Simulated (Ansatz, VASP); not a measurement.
# Cd: VASP beside Ansatz

File INCAR:

```
PREC = Accurate ; ENCUT = 520
EDIFF = 1E-6 ; ISMEAR = -1
SIGMA = 0.05 ; LREAL = False
LASPH = True ; NELM = 100
ALGO = Fast ; ISIF = 2
LWAVE = False ; LCHARG = True
GGA = PE ; LELF = True
LVHAR = True ; NBANDS = 12
```

File KPOINTS:

```
regular mesh
0
Gamma
  10 10 10
```

Contents of POSCAR:

```
Cd
1.0
    1.6395671417      0.9466045306      2.4973248490
   -1.6395671417      0.9466045306      2.4973248490
    0.0000000000     -1.8932090613      2.4973248490
Cd
1
Direct
    0.0000000000      0.0000000000      0.0000000000
```

input.yaml

```yaml
crystal:
  lattice:
    - [1.6395671417, 0.9466045306, 2.497324849]
    - [-1.6395671417, 0.9466045306, 2.497324849]
    - [0.0, -1.8932090613, 2.497324849]
  atoms:
    - { symbol: Cd, position: [0.0, 0.0, 0.0] }
kpoints:
  mp_grid: { grid: [10, 10, 10] }
scf:
  occupations: { method: fermi_dirac, width: 0.05 }
hamiltonian:
  xc: pbe
  pseudopotentials: { kind: all_electron, lapw: { basis_error: 0.0005 } }
output:
  forces: true
  stress: true
  eigenvalues: true
```

Change from the starting cell: volume scaled by 1.06.

Alike in both runs: task single point; functional PBE; k mesh 10 × 10 × 10; occupations fermi-dirac, width 0.05 eV; no spin polarisation.

```csv
,VASP,Ansatz
version,VASP 6.6.1,Ansatz 0.2.0
potentials or method,"VASP PAW PBE potentials, release 64 (Cd)","all-electron LAPW, scalar-relativistic"
plane-wave cutoff (eV),520,see its input
```

Ansatz gave:

| Quantity | Value |
| --- | --- |
| gap on the k mesh at the Fermi level (eV) | none |
| pressure (GPa) | -0.6 |
| largest component of the traceless stress (GPa) | 0.35 |

Question: Estimate VASP's values.

Answer: gap on the k mesh at the Fermi level (eV): none; pressure (GPa): -0.4; largest component of the traceless stress (GPa): 0.38.

A gap of «none» marks a metal or a gap that the smearing closes. Ansatz ran all-electron here, so the differences hold the error of VASP's frozen core and of both bases.
